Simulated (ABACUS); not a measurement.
**SnSe2: equation of state with r2SCAN**

SnSe2:

```
CELL_PARAMETERS angstrom
3.81100 0.00000 0.00000
-1.90550 3.30042 0.00000
0.00000 0.00000 6.13600
ATOMIC_POSITIONS crystal
Sn 0.00000 0.00000 0.00000
Se 0.66667 0.33333 0.75100
Se 0.33333 0.66667 0.24900
```

- Program: ABACUS 3.10.1
- Task: equation of state
- Functional: r2SCAN
- Potentials or basis: SG15 ONCV 1.2 PBE
- Cutoff: 1374 eV
- Density cutoff: 5497 eV
- Basis: plane waves
- k mesh: 5 × 5 × 3
- Occupations: fermi-dirac, width 0.05 eV
- Spin: no spin polarisation

* Equilibrium volume: 27.09 Å³/atom
* Bulk modulus at fixed shape and positions: 67 GPa
* Pressure derivative of the bulk modulus: 4.0 (rough: it moves with the points fitted)

Energy against volume, from the lowest point:
```
volume (Å³/atom)  energy (meV/atom)
          24.182              78.49
          25.212              30.39
          26.241               5.60
          27.270               0.00
```

All runs of the series together: 45 s on 4 threads of AMD EPYC 9R45 96-Core Processor (Zen 5) (shared host).

Caveat: the k mesh is coarse (spacing up to 0.38 Å⁻¹), so the values aren't converged; the cell was scaled at fixed shape and fractional positions, which overstates the stiffness of a crystal with free parameters, most of all of layers and chains; the potentials were made for another functional, which shifts forces and pressure.
